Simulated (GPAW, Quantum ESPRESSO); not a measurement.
This is a calculation of MgO for GPAW 26.7.0 (ASE script). The cell is a database's computed one, not the measured one.

The input run.py:

```python
from ase import Atoms
from ase.dft.bandgap import bandgap
from ase.io import write
from ase.units import Bohr, GPa
from gpaw import GPAW, PW, setup_paths
from gpaw.elf import elf_from_dft_calculation

setup_paths.insert(0, '.')

atoms = Atoms(['Mg', 'O'],
              cell=[[0.0, 2.0970013927, 2.0970013927],
                    [2.0970013927, 0.0, 2.0970013927],
                    [2.0970013927, 2.0970013927, 0.0]],
              scaled_positions=[[0.0, 0.0, 0.0],
                                [0.5, 0.5, 0.5]],
              pbc=True)

calc = GPAW(mode=PW(800),
            xc='PBEsol',
            kpts={'size': (11, 11, 11), 'gamma': True},
            occupations={'name': 'fermi-dirac', 'width': 0.05},
            nbands=16,
            convergence={'density': 1e-05, 'energy': 1e-05},
            maxiter=150,
            txt='gpaw.txt')
atoms.calc = calc
energy = atoms.get_potential_energy()
forces = atoms.get_forces()
stress = atoms.get_stress()
calc.write('gs.gpw')
write('result.traj', atoms)
print(f'Energy: {energy:.6f} eV')
print('Forces (eV/A):')
print(forces.round(4))
print('Stress (GPa):', (stress / GPa).round(3))
print('Fermi level:', round(calc.get_fermi_level(), 4), 'eV')
print(f'Gap: {bandgap(calc)[0]:.4f} eV, direct: {bandgap(calc, direct=True)[0]:.4f} eV')

# fields on the real-space grid
write('density.cube', atoms, data=calc.get_pseudo_density() * Bohr**3)
write('potential.cube', atoms, data=calc.get_electrostatic_potential())
write('elf.cube', atoms, data=elf_from_dft_calculation(calc).data)
```

Potentials or basis: PAW data sets generated in the run's folder for this functional, pw.

Command:

```sh
$ gpaw-setup -f PBEsol Mg O
$ OMP_NUM_THREADS=1 python run.py
```

Problem. Set up the same calculation for Quantum ESPRESSO 7.5. Potentials or basis there: GBRV 1.5 PBEsol, cutoff 612 eV.

Solution. As run (cutoffs and basis follow the program's own potentials, and thresholds, step limits or extra output files can differ):

pw.in

```
&CONTROL
  calculation = 'scf'
  prefix = 'pwscf'
  outdir = './tmp'
  pseudo_dir = './pseudo'
  tprnfor = .true.
  tstress = .true.
  disk_io = 'low'
/
&SYSTEM
  ibrav = 0
  nat = 2
  ntyp = 2
  ecutwfc = 45
  ecutrho = 360
  nbnd = 14
  occupations = 'smearing'
  smearing = 'fd'
  degauss = 0.00367493
/
&ELECTRONS
  conv_thr = 4d-10
  electron_maxstep = 120
  mixing_beta = 0.5
/
ATOMIC_SPECIES
Mg    24.3050 mg_pbesol_v1.4.uspp.F.UPF
O     15.9990 o_pbesol_v1.2.uspp.F.UPF
CELL_PARAMETERS angstrom
   0.0000000000    2.0970013927    2.0970013927
   2.0970013927    0.0000000000    2.0970013927
   2.0970013927    2.0970013927    0.0000000000
ATOMIC_POSITIONS crystal
Mg     0.0000000000    0.0000000000    0.0000000000
O      0.5000000000    0.5000000000    0.5000000000
K_POINTS automatic
11 11 11 0 0 0
```

pp_density.in

```
&INPUTPP
  prefix = 'pwscf'
  outdir = './tmp'
  filplot = 'density.dat'
  plot_num = 0
/
&PLOT
  nfile = 1
  filepp(1) = 'density.dat'
  iflag = 3
  output_format = 6
  fileout = 'density.cube'
/
```

pp_potential.in

```
&INPUTPP
  prefix = 'pwscf'
  outdir = './tmp'
  filplot = 'potential.dat'
  plot_num = 11
/
&PLOT
  nfile = 1
  filepp(1) = 'potential.dat'
  iflag = 3
  output_format = 6
  fileout = 'potential.cube'
/
```

Potentials or basis: GBRV 1.5 PBEsol.

Launch:

```bash
$ OMP_NUM_THREADS=1 mpirun -n 2 pw.x -nk 2 -in pw.in > pw.out
$ OMP_NUM_THREADS=1 mpirun -n 1 pp.x -in pp_density.in > pp_density.out
$ OMP_NUM_THREADS=1 mpirun -n 1 pp.x -in pp_potential.in > pp_potential.out
```

Both were run:

|  | GPAW | Quantum ESPRESSO |
| --- | --- | --- |
| Pressure | 3.1 GPa | 2.4 GPa |

Pressure is positive in compression.
